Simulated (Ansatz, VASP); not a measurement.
## SnO2: VASP beside Ansatz

File INCAR:

```
PREC = Accurate
ENCUT = 520
EDIFF = 1E-7
ISMEAR = 0
SIGMA = 0.05
LREAL = False
LASPH = True
NELM = 60
ALGO = Normal
ISIF = 2
LWAVE = False
LCHARG = True
GGA = PS
LELF = True
LVHAR = True
NBANDS = 20
```

KPOINTS

```
Automatic mesh
0
Gamma
  12 12 12
```

Contents of POSCAR:

```
SnO2
1.0
    1.5786500000      0.9114340025      4.4103567335
   -1.5786500000      0.9114340025      4.4103567335
    0.0000000000     -1.8228680049      4.4103567335
Sn O
1 2
Direct
    0.5000000000      0.5000000000      0.5000000000
    0.2414378084      0.2414378084      0.2414378084
    0.7585621916      0.7585621916      0.7585621916
```

Input for Ansatz:

```yaml
crystal:
  lattice:
    - [1.57865, 0.9114340025, 4.4103567335]
    - [-1.57865, 0.9114340025, 4.4103567335]
    - [0.0, -1.8228680049, 4.4103567335]
  atoms:
    - { symbol: Sn, position: [0.5, 0.5, 0.5] }
    - { symbol: O, position: [0.2414378084, 0.2414378084, 0.2414378084] }
    - { symbol: O, position: [0.7585621916, 0.7585621916, 0.7585621916] }
basis:
  ecutwfc: 520.0
kpoints:
  mp_grid: { grid: [12, 12, 12] }
hamiltonian:
  xc: pbesol
  pseudopotentials: { kind: paw, azcp: { folder: soft_1 } }
scf:
  occupations: { method: gaussian, width: 0.05 }
output:
  forces: true
  stress: true
  eigenvalues: true
```

Alike in both runs: task single point; functional PBEsol; k mesh 12 × 12 × 12; occupations gaussian, width 0.05 eV; no spin polarisation.

|  | VASP | Ansatz |
| --- | --- | --- |
| version | VASP 6.6.1 | Ansatz 0.2.0 |
| potentials or method | VASP PAW PBE potentials, release 64 (Sn_d, O) | scalar-relativistic, plane waves, PAW |
| plane-wave cutoff (eV) | 520 | 520 |
| valence electrons in the cell | 26 | 26 |

Ansatz gave:

| Item | Value |
| --- | --- |
| gap on the k mesh at the Fermi level (eV) | 2.16 |
| least direct gap on the mesh (eV) | 2.22 |
| pressure (GPa) | 7.4 |
| largest component of the traceless stress (GPa) | 3.70 |
| rms of the force components (eV/Å) | 0.171 |

Question: Estimate VASP's values.

Answer: gap on the k mesh at the Fermi level (eV): 2.14; least direct gap on the mesh (eV): 2.21; pressure (GPa): 8.2; largest component of the traceless stress (GPa): 4.24; rms of the force components (eV/Å): 0.204.

Atom by atom the forces differ by 0.033 eV/Å (rms over components). With one functional, cell and mesh, what is left measures potentials, basis and numerics. Ansatz warned: «pseudo_functional_mismatch».

Caveats: the PAW data sets were made with another functional, which shifts forces and pressure a little (VASP); spin-orbit coupling is left out, which moves the levels of the heavy elements. As with any semilocal functional, this PBEsol gap is likely too small. A k mesh can miss the band edges.
